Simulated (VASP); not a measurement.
Write the native input for VASP 6.6.1 that does the following.

- Task: single point
- Functional: PBE
- Potentials or basis: VASP PAW PBE potentials, release 64 (K_sv, Mg, F)
- Cutoff: 520 eV
- k mesh: 6 × 6 × 6
- Occupations: gaussian, width 0.05 eV
- Spin: no spin polarisation
- Dipole correction: no
- Further INCAR settings: ALGO = Normal; EDIFF = 1e-06; NBANDS = 24

The structure of KMgF3 lies in POSCAR:

```
KMgF3
1.0
    3.9859000000      0.0000000000      0.0000000000
    0.0000000000      3.9859000000      0.0000000000
    0.0000000000      0.0000000000      3.9859000000
K Mg F
1 1 3
Direct
    0.5000000000      0.5000000000      0.5000000000
    0.0000000000      0.0000000000      0.0000000000
    0.5000000000      0.0000000000      0.0000000000
    0.0000000000      0.5000000000      0.0000000000
    0.0000000000      0.0000000000      0.5000000000
```

The input as run:

INCAR

```
  PREC = Accurate
  ENCUT = 520
  EDIFF = 1E-6
  ISMEAR = 0
  SIGMA = 0.05
  LREAL = F
  LASPH = T
  NELM = 100
  ALGO = Normal
  ISIF = 2
  LWAVE = F
  LCHARG = T
  GGA = PE
  LELF = T
  LVHAR = T
  NBANDS = 24
```

KPOINTS

```
Automatic mesh
0
Gamma
  6 6 6
```

Potentials or basis: VASP PAW PBE potentials, release 64 (K_sv, Mg, F).

The run is started by

```bash
$ cat potpaw_PBE.64/K_sv/POTCAR potpaw_PBE.64/Mg/POTCAR potpaw_PBE.64/F/POTCAR > POTCAR
$ mpirun -np 1 vasp_std > vasp.out
```

It gave:

| Quantity | Value |
| --- | --- |
| Pressure | 3.4 GPa |
| Band gap on the k mesh | 7.30 eV, indirect (least direct gap 7.63 eV) |

Run time: 32 s on 1 thread of AMD EPYC 7R13 Processor (Zen 3) (shared host), peak memory 0.15 GiB.
